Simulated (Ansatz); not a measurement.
**Rh: response to strain**

Rh is deformed so: equal xy, yz and zx engineering shear strains of +4 %. What stress and forces result, by LAPW, PAW and all-electron datasets made for the crystal?

Method: DFT LDA, scalar-relativistic, in Ansatz 0.2.0.

## Step 1: The starting structure

It takes space group Fm-3m (No. 225, cubic). The conventional cell has a = 3.806 Å, b = 3.806 Å, c = 3.806 Å, α = 90.00°, β = 90.00°, γ = 90.00°. Rh (site symmetry m-3m) has 12 Rh at 2.69 Å as nearest neighbours.

Structure file:

```cif
data_structure
_symmetry_space_group_name_H-M 'Fm-3m'
_symmetry_Int_Tables_number 225
_cell_length_a 3.8060
_cell_length_b 3.8060
_cell_length_c 3.8060
_cell_angle_alpha 90.000
_cell_angle_beta 90.000
_cell_angle_gamma 90.000
_cell_volume 55.13
loop_
_atom_site_label
_atom_site_type_symbol
_atom_site_symmetry_multiplicity
_atom_site_Wyckoff_symbol
_atom_site_fract_x
_atom_site_fract_y
_atom_site_fract_z
_atom_site_occupancy
Rh1 Rh 4 a 0.00000 0.00000 0.00000 1
```

The file gives the conventional cell by its symmetry; the runs use the cell typed in the input.

## Step 2: After the deformation

Space group Fm-3m before, R-3m after.

## Step 3: All-electron LAPW

Contents of input.yaml:

```yaml
crystal:
  lattice:
    - [0.0761194435, 1.9410458082, 1.9410458082]
    - [1.9410458082, 0.0761194435, 1.9410458082]
    - [1.9410458082, 1.9410458082, 0.0761194435]
  atoms:
    - { symbol: Rh, position: [0.0, 0.0, 0.0] }
kpoints:
  mp_grid: { grid: [18, 18, 18] }
scf:
  occupations: { method: fermi_dirac, width: 0.05 }
hamiltonian:
  xc: lda
  pseudopotentials: { kind: all_electron, lapw: { basis_error: 0.0005 } }
output:
  forces: true
  stress: true
  eigenvalues: true
```

Run with:

```console
$ ansatz run input.yaml --threads 1 --pin off --max-ram 2048MiB --backend cpu --events-out ev --progress --plain --runs-dir out
```

## Step 4: PAW with frozen cores

Changes to input.yaml since step 3:

```diff
@@ -13,3 +13,3 @@
   xc: lda
-  pseudopotentials: { kind: all_electron, lapw: { basis_error: 0.0005 } }
+  pseudopotentials: { kind: paw }
 output:
@@ -18 +18,2 @@
   eigenvalues: true
+  efg: { contact_densities: true }
```

## Step 5: Datasets made for this crystal

Changes to input.yaml since step 4:

```diff
@@ -13,3 +13,3 @@
   xc: lda
-  pseudopotentials: { kind: paw }
+  pseudopotentials: { kind: all_electron, datasets: crystal }
 output:
```

(Steps that only read results are left out.)

What does the calculation give? Wanted: pressure; largest shear or deviatoric stress.

**Answer**, as computed:

| quantity | value |
| --- | --- |
| pressure | LAPW -10.15, PAW -10.18, crystal datasets -10.15 GPa |
| largest shear or deviatoric stress (LAPW) | 7.37 GPa |

In words: The largest part of the stress beyond the pressure is 7.37 GPa in size. No run of the undeformed cell stands beside it, so the pressure holds what the given cell had before the change. PAW: stress within 0.03 GPa of LAPW. Crystal datasets: stress within 0.01 GPa of LAPW.
